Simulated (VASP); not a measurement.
# CdTe (F-43m) in VASP: single point with PBEsol

Aim: the single point of CdTe with PBEsol.

Everything below comes from runs of VASP 6.6.1. Logs are shortened: lines on timing, memory, paths and dates and some standing lists are left out, and cuts for length are marked.

**Experimental background.**

A printed reference work, data compilation reports, for a bulk crystal of CdTe at 0 K: band gap 1.607 eV.

How close the calculation comes is told below.

### 1 The cell of the first run

The structure is cubic, space group F-43m (No. 216). Conventional cell: a = 6.410 Å, b = 6.410 Å, c = 6.410 Å, α = 90.00°, β = 90.00°, γ = 90.00°. Within 3.7 Å of Cd (site symmetry -43m) lie 4 Te at 2.78 Å. Within 3.7 Å of Te (site symmetry -43m) lie 4 Cd at 2.78 Å.

### 2 Single point, PBEsol

Contents of INCAR:

```
PREC = Accurate
ENCUT = 520
EDIFF = 1E-6
ISMEAR = 0
SIGMA = 0.05
LREAL = False
LASPH = True
NELM = 60
ALGO = Normal
ISIF = 2
LWAVE = False
LCHARG = True
GGA = PS
LELF = True
LVHAR = True
NBANDS = 16
```

Contents of KPOINTS:

```
regular mesh
0
Gamma
  8 8 8
```

Contents of POSCAR:

```
CdTe
1.0
    0.0000000000      3.2050000000      3.2050000000
    3.2050000000      0.0000000000      3.2050000000
    3.2050000000      3.2050000000      0.0000000000
Cd Te
1 1
Direct
    0.0000000000      0.0000000000      0.0000000000
    0.7500000000      0.7500000000      0.7500000000
```

Potentials or basis: VASP PAW PBE potentials, release 64 (Cd, Te).

Launch:

```
$ cat potpaw_PBE.64/Cd/POTCAR potpaw_PBE.64/Te/POTCAR > POTCAR
$ mpirun -np 1 vasp_std > vasp.out
```

OUTCAR:

```text
PREC = Accurate
   ENCUT = 520
   EDIFF = 1E-6
   ISMEAR = 0
   LREAL = False
   LASPH = True
   NELM = 60
   ISIF = 2
   GGA = PS

 ion  position               nearest neighbor table
   1  0.000  0.000  0.000-   2 2.78   2 2.78   2 2.78   2 2.78
   2  0.750  0.750  0.750-   1 2.78   1 2.78   1 2.78   1 2.78

  LATTYP: Found a face centered cubic cell.
 ALAT       =     6.4100000000

  Lattice vectors:

 A1 = (   0.0000000000,   3.2050000000,   3.2050000000)
 A2 = (   3.2050000000,   0.0000000000,   3.2050000000)
 A3 = (   3.2050000000,   3.2050000000,   0.0000000000)

Analysis of symmetry for initial positions (statically):
=====================================================================
 Subroutine PRICEL returns:
 Original cell was already a primitive cell.

 Routine SETGRP: Setting up the symmetry group for a
 face centered cubic supercell.

 Subroutine GETGRP returns: Found 24 space group operations
 (whereof 24 operations were pure point group operations)
 out of a pool of 48 trial point group operations.

The static configuration has the point symmetry T_d .

Analysis of symmetry for dynamics (positions and initial velocities):
=====================================================================
 Subroutine PRICEL returns:
 Original cell was already a primitive cell.

 Routine SETGRP: Setting up the symmetry group for a
 face centered cubic supercell.

 Subroutine GETGRP returns: Found 24 space group operations
 (whereof 24 operations were pure point group operations)
 out of a pool of 48 trial point group operations.

The dynamic configuration has the point symmetry T_d .

 Subroutine INISYM returns: Found 24 space group operations
 (whereof 24 operations are pure point group operations),
 and found     1 'primitive' translations

----------------------------------------------------------------------------------------

                                     Primitive cell

  volume of cell :      65.8437

  direct lattice vectors                    reciprocal lattice vectors
     0.000000000  3.205000000  3.205000000    -0.156006240  0.156006240  0.156006240
     3.205000000  0.000000000  3.205000000     0.156006240 -0.156006240  0.156006240
     3.205000000  3.205000000  0.000000000     0.156006240  0.156006240 -0.156006240

  length of vectors
     4.532554467  4.532554467  4.532554467     0.270210734  0.270210734  0.270210734

  position of ions in fractional coordinates (direct lattice)
     0.000000000  0.000000000  0.000000000
     0.750000000  0.750000000  0.750000000

  ion indices of the primitive-cell ions
   primitive index   ion index
                 1           1
                 2           2

----------------------------------------------------------------------------------------

 KPOINTS: regular mesh

Automatic generation of k-mesh.
 Grid dimensions read from file:
 generate k-points for:    8    8    8

 Generating k-lattice:

  Cartesian coordinates                     Fractional coordinates (reciprocal lattice)
    -0.019500780  0.019500780  0.019500780     0.125000000  0.000000000  0.000000000
     0.019500780 -0.019500780  0.019500780     0.000000000  0.125000000  0.000000000
     0.019500780  0.019500780 -0.019500780     0.000000000  0.000000000  0.125000000

  Length of vectors
     0.033776342  0.033776342  0.033776342

  Shift w.r.t. Gamma in fractional coordinates (k-lattice)
     0.000000000  0.000000000  0.000000000

 Subroutine IBZKPT returns following result:
 ===========================================

 Found     29 irreducible k-points:

 Following reciprocal coordinates:
            Coordinates               Weight
  0.000000  0.000000  0.000000      1.000000
  0.125000  0.000000  0.000000      8.000000
  0.250000  0.000000  0.000000      8.000000
  0.375000  0.000000  0.000000      8.000000
  0.500000  0.000000  0.000000      4.000000
  0.125000  0.125000  0.000000      6.000000
[... 16 lines left out ...]
  0.500000  0.250000  0.125000     48.000000
 -0.375000  0.250000  0.125000     24.000000
 [... further k-points ...]
   k-points           NKPTS =     29   k-points in BZ     NKDIM =     29   number of bands    NBANDS=     16
   number of dos      NEDOS =    301   number of ions     NIONS =      2
   total plane-waves  NPLWV =  46656
   dimension x,y,z NGX =    36 NGY =   36 NGZ =   36
   dimension x,y,z NGXF=    72 NGYF=   72 NGZF=   72
   ions per type =               1   1
   NGX,Y,Z   is equivalent  to a cutoff of  13.20, 13.20, 13.20 a.u.
   NGXF,Y,Z  is equivalent  to a cutoff of  26.41, 26.41, 26.41 a.u.
 SYSTEM =  unknown system
   PREC   = accura    normal or accurate (medium, high low for compatibility)
   ISTART =      0    job   : 0-new  1-cont  2-samecut
   ICHARG =      2    charge: 1-file 2-atom 10-const
   ISPIN  =      1    spin polarized calculation?
   LNONCOLLINEAR =      F non collinear calculations
   LSORBIT =      F    spin-orbit coupling
   LASPH  =      T    aspherical Exc in radial PAW
   ENCUT  =  520.0 eV  38.22 Ry    6.18 a.u.   8.43  8.43  8.43*2*pi/ulx,y,z
   NELM   =     60;   NELMIN=  2; NELMDL= -5     # of ELM steps
   EDIFF  = 0.1E-05   stopping-criterion for ELM
   LREAL  =      F    real-space projection
   EDIFFG = 0.1E-04   stopping-criterion for IOM
   NSW    =      0    number of steps for IOM
   IBRION =     -1    ionic relax: 0-MD 1-quasi-New 2-CG
   NFREE  =      0    steps in history (QN), initial steepest desc. (CG)
   ISIF   =      2    stress and relaxation
   ISYM   =      2    0-nonsym 1-usesym 2-fastsym
   POTIM  = 0.5000    time-step for ionic-motion
   TEBEG  =    0.0;   TEEND  =   0.0 temperature during run
   PSTRESS=    0.0 pullay stress
   NELECT =      18.0000    total number of electrons
   NUPDOWN=      -1.0000    fix difference up-down
   EMIN   =  10.00;   EMAX   =-10.00  energy-range for DOS
   EFERMI =   0.00;   METHOD = LEGACY
   ISMEAR =     0;   SIGMA  =   0.05  broadening in eV -4-tet -1-fermi 0-gaus
   EFERMI_NEDOS =   21; number of points for ismear=-14 and -15
   IALGO  =     38    algorithm
   IMIX   =      4    mixing-type and parameters
     AMIX     =   0.40;   BMIX     =  1.00
     AMIX_MAG =   1.60;   BMIX_MAG =  1.00
  volume/ion in A,a.u.               =      32.92       222.17
  Fermi-wavevector in a.u.,A,eV,Ry     =   1.062497  2.007828 15.359610  1.128899
  Thomas-Fermi vector in A             =   2.197950
   LORBIT       =      0    0 simple, 1 ext, 2 COOP (PROOUT), +10 PAW based schemes
   GGA     = PS    functional components
   LHFCALC =     F    Hartree Fock is set to
   AEXX    =    0.0000 exact exchange contribution
   IVDW    =     0    specifies the selected vdW correction
   LEPSILON=     F    determine dielectric tensor
   LRPA    =     F    only Hartree local field effects (RPA)
 non-spin polarized calculation
 Gauss-broadening in eV      SIGMA  =   0.05
  energy-cutoff  :      520.00
  volume of cell :       65.84
 maximum number of plane-waves:      1807
 NGX is ok and might be reduce to    36
   NGX = 17   NGY = 17   NGZ = 17

 number of electron      17.9999995 magnetization

 Free energy of the ion-electron system (eV)
  ---------------------------------------------------
  ext. energy  EPLUGINS =         0.00000000
  ---------------------------------------------------
  free energy    TOTEN  =        -5.47432952 eV

  energy without entropy =       -5.47432952  energy(sigma->0) =       -5.47432952

 E-fermi :   2.7842     XC(G=0):  -8.9289

 val. band max:        2.5178718788   @ k =   0.0000   0.0000   0.0000
 cond. band min:       3.2789272626   @ k =   0.0000   0.0000   0.0000
 fundamental gap:      0.7610553838
 Fermi energy:         2.7842476924

 k-point     1 :       0.0000    0.0000    0.0000
  band No.  band energies     occupation
      1      -8.8909      2.00000
      2      -5.8597      2.00000
      3      -5.8597      2.00000
      4      -5.8597      2.00000
      5      -5.5690      2.00000
      6      -5.5690      2.00000
[... 8 lines left out ...]
     15      11.9214      0.00000
     16      11.9214      0.00000

 k-point     2 :       0.1250    0.0000    0.0000
  band No.  band energies     occupation
      1      -8.8269      2.00000
      2      -5.8474      2.00000
      3      -5.8474      2.00000
      4      -5.8138      2.00000
      5      -5.5701      2.00000
      6      -5.5701      2.00000
[... 8 lines left out ...]
     15      11.1335      0.00000
     16      11.1335      0.00000

 k-point     3 :       0.2500    0.0000    0.0000
  band No.  band energies     occupation
      1      -8.6709      2.00000
      2      -5.8199      2.00000
      3      -5.8199      2.00000
      4      -5.6547      2.00000
      5      -5.5698      2.00000
      6      -5.5698      2.00000
[... 8 lines left out ...]
     15      10.9258      0.00000
     16      10.9258      0.00000

 k-point     4 :       0.3750    0.0000    0.0000
  band No.  band energies     occupation
      1      -8.5155      2.00000
      2      -5.7971      2.00000
      3      -5.7971      2.00000
      4      -5.5637      2.00000
      5      -5.5637      2.00000
      6      -5.3786      2.00000
[... 8 lines left out ...]
     15      11.7640      0.00000
     16      11.7640      0.00000

 k-point     5 :       0.5000    0.0000    0.0000
  band No.  band energies     occupation
      1      -8.4521      2.00000
      2      -5.7894      2.00000
      3      -5.7894      2.00000
      4      -5.5592      2.00000
      5      -5.5592      2.00000
      6      -5.1960      2.00000
[... 8 lines left out ...]
     15      12.8582      0.00000
     16      12.8582      0.00000

 k-point     6 :       0.1250    0.1250    0.0000
  band No.  band energies     occupation
      1      -8.8056      2.00000
      2      -5.8355      2.00000
      3      -5.8355      2.00000
      4      -5.8146      2.00000
      5      -5.5765      2.00000
      6      -5.5641      2.00000
[... 8 lines left out ...]
     15      11.0277      0.00000
     16      12.0576      0.00000

 k-point     7 :       0.2500    0.1250    0.0000
  band No.  band energies     occupation
      1      -8.6806      2.00000
      2      -5.8155      2.00000
      3      -5.8066      2.00000
      4      -5.7039      2.00000
      5      -5.5737      2.00000
      6      -5.5599      2.00000
[... 8 lines left out ...]
     15      11.8045      0.00000
     16      11.8107      0.00000

 k-point     8 :       0.3750    0.1250    0.0000
  band No.  band energies     occupation
      1      -8.5256      2.00000
      2      -5.7938      2.00000
      3      -5.7812      2.00000
      4      -5.5980      2.00000
      5      -5.5560      2.00000
      6      -5.4272      2.00000
[... 8 lines left out ...]
     15      11.6602      0.00000
     16      12.3462      0.00000

 k-point     9 :       0.5000    0.1250    0.0000
  band No.  band energies     occupation
      1      -8.4331      2.00000
      2      -5.7812      2.00000
      3      -5.7722      2.00000
      4      -5.5764      2.00000
      5      -5.5574      2.00000
      6      -5.1826      2.00000
[... 8 lines left out ...]
     15      12.3676      0.00000
     16      12.9106      0.00000
[... 172 lines left out ...]
 k-point    19 :       0.5000    0.3750    0.0000
  band No.  band energies     occupation
      1      -8.3384      2.00000
      2      -5.7147      2.00000
      3      -5.6911      2.00000
      4      -5.6576      2.00000
      5      -5.5412      2.00000
      6      -5.0817      2.00000
[... 8 lines left out ...]
     15      13.3523      0.00000
     16      14.1238      0.00000

 k-point    20 :      -0.3750    0.3750    0.0000
  band No.  band energies     occupation
      1      -8.3309      2.00000
      2      -5.7354      2.00000
      3      -5.7042      2.00000
      4      -5.6230      2.00000
      5      -5.5544      2.00000
      6      -4.9947      2.00000
[... 8 lines left out ...]
     15      12.1715      0.00000
     16      14.9643      0.00000

 k-point    21 :       0.5000    0.5000    0.0000
  band No.  band energies     occupation
      1      -8.3183      2.00000
      2      -5.6936      2.00000
      3      -5.6760      2.00000
      4      -5.6760      2.00000
      5      -5.5350      2.00000
      6      -5.0485      2.00000
[... 8 lines left out ...]
     15      13.3909      0.00000
     16      14.1456      0.00000

 k-point    22 :       0.3750    0.2500    0.1250
  band No.  band energies     occupation
      1      -8.5565      2.00000
      2      -5.7890      2.00000
      3      -5.7757      2.00000
      4      -5.6301      2.00000
      5      -5.5593      2.00000
      6      -5.4908      2.00000
[... 8 lines left out ...]
     15      12.3335      0.00000
     16      12.9412      0.00000

 k-point    23 :       0.5000    0.2500    0.1250
  band No.  band energies     occupation
      1      -8.4350      2.00000
      2      -5.7672      2.00000
      3      -5.7559      2.00000
      4      -5.6023      2.00000
      5      -5.5586      2.00000
      6      -5.2493      2.00000
[... 8 lines left out ...]
     15      12.5003      0.00000
     16      13.1929      0.00000

 k-point    24 :      -0.3750    0.2500    0.1250
  band No.  band energies     occupation
      1      -8.3859      2.00000
      2      -5.7620      2.00000
      3      -5.7475      2.00000
      4      -5.5878      2.00000
      5      -5.5636      2.00000
      6      -5.0927      2.00000
[... 8 lines left out ...]
     15      12.5725      0.00000
     16      13.1644      0.00000

 [... further k-points ...]

------------------------ aborting loop because EDIFF is reached ----------------------------------------

  FORCE on cell =-STRESS in cart. coord.  units (eV):
  Direction    XX          YY          ZZ          XY          YZ          ZX
  --------------------------------------------------------------------------------------
  -------------------------------------------------------------------------------------
  Total        0.7606960      0.7606960      0.7606960     -0.0000000     -0.0000000      0.0000000
  in kB       18.5100521     18.5100521     18.5100521     -0.0000000     -0.0000000      0.0000000
  external PRESSURE =      18.5100521 kB  Pullay stress =       0.0000000 kB

 VOLUME and BASIS-vectors are now :
 -----------------------------------------------------------------------------
  energy-cutoff  :      520.00
  volume of cell :       65.84
      direct lattice vectors                 reciprocal lattice vectors
     0.000000000  3.205000000  3.205000000    -0.156006240  0.156006240  0.156006240
     3.205000000  0.000000000  3.205000000     0.156006240 -0.156006240  0.156006240
     3.205000000  3.205000000  0.000000000     0.156006240  0.156006240 -0.156006240

 POSITION                                       TOTAL-FORCE (eV/Angst)
 -----------------------------------------------------------------------------------
      0.00000      0.00000      0.00000        -0.000000     -0.000000     -0.000000
      4.80750      4.80750      4.80750         0.000000      0.000000      0.000000
 -----------------------------------------------------------------------------------
    total drift:                                0.000000      0.000000      0.000000

  FREE ENERGIE OF THE ION-ELECTRON SYSTEM (eV)
  ---------------------------------------------------
  free  energy   TOTEN  =        -5.4743295210 eV

  energy  without entropy=       -5.4743295210  energy(sigma->0) =       -5.47432952
```

Run time: 31 s. Hardware: 1 thread of Intel Xeon Platinum 8375C at 2.90GHz (Ice Lake), shared host; peak memory 0.21 GiB.

Results:

| Item | Value |
| --- | --- |
| Free energy | -5.4743 eV |
| Pressure | 1.9 GPa |
| Band gap on the k mesh | 0.76 eV, direct |

Caveat: the PAW data sets were made with another functional, which shifts forces and pressure a little; spin-orbit coupling is left out, which moves the levels of the heavy elements.

### 3 Comparison with measurements

Step 2. Measured gap of CdTe: 1.607 eV (0 K; a printed reference work, data compilation). This calculation gives 0.76 eV (-0.85 eV). Spin-orbit coupling on Cd, Te is left out. The value is that of PBEsol, without temperature or zero-point motion. Semilocal functionals fall short of measured gaps as a rule.
